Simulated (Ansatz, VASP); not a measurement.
One calculation of Al, two programs

Contents of INCAR:

```
ALGO = Normal ; EDIFF = 1E-6
ENCUT = 520 ; GGA = CA
ISIF = 2 ; ISMEAR = -1
LASPH = T ; LCHARG = F
LREAL = F ; LWAVE = F
NBANDS = 8 ; NELM = 100
PREC = Accurate ; SIGMA = 0.08
```

Contents of KPOINTS:

```
k-points
0
Gamma
  16 16 16
```

File POSCAR:

```
Al
1.0
    0.0000000000      1.9915896829      1.9915896829
    1.9915896829      0.0000000000      1.9915896829
    1.9915896829      1.9915896829      0.0000000000
Al
1
Direct
    0.0000000000      0.0000000000      0.0000000000
```

Input for Ansatz:

```yaml
crystal:
  lattice:
    - [0.0, 1.9915896829, 1.9915896829]
    - [1.9915896829, 0.0, 1.9915896829]
    - [1.9915896829, 1.9915896829, 0.0]
  atoms:
    - { symbol: Al, position: [0.0, 0.0, 0.0] }
kpoints:
  mp_grid: { grid: [16, 16, 16] }
  band_path:
    path:
      - [0.0, 0.0, 0.0]
      - [0.5, 0.0, 0.5]
      - [0.625, 0.25, 0.625]
      - [0.375, 0.375, 0.75]
      - [0.0, 0.0, 0.0]
      - [0.5, 0.5, 0.5]
      - [0.5, 0.25, 0.75]
      - [0.5, 0.0, 0.5]
    npoints: 14
scf:
  occupations: { method: fermi_dirac, width: 0.08 }
hamiltonian:
  xc: lda
  pseudopotentials: { kind: all_electron, lapw: { basis_error: 0.001 } }
output:
  forces: true
  stress: true
  eigenvalues: true
  populations: true
  dos: { projected: true, de: 0.2, e_range: [-14, 8] }
```

Alike in both runs: task single point; functional LDA; k mesh 16 × 16 × 16; occupations fermi-dirac, width 0.08 eV; no spin polarisation.

|  | VASP | Ansatz |
| --- | --- | --- |
| version | VASP 6.6.1 | Ansatz 0.2.0 |
| potentials or method | VASP PAW LDA potentials, release 64 (Al) | all-electron LAPW, scalar-relativistic |
| plane-wave cutoff (eV) | 520 | see its input |

Ansatz gave:

- pressure (GPa): 0.0

Question: What did VASP give for the same quantities?

Answer: Pressure (GPa): 0.1.

Ansatz ran all-electron here, so the differences hold the error of VASP's frozen core and of both bases.
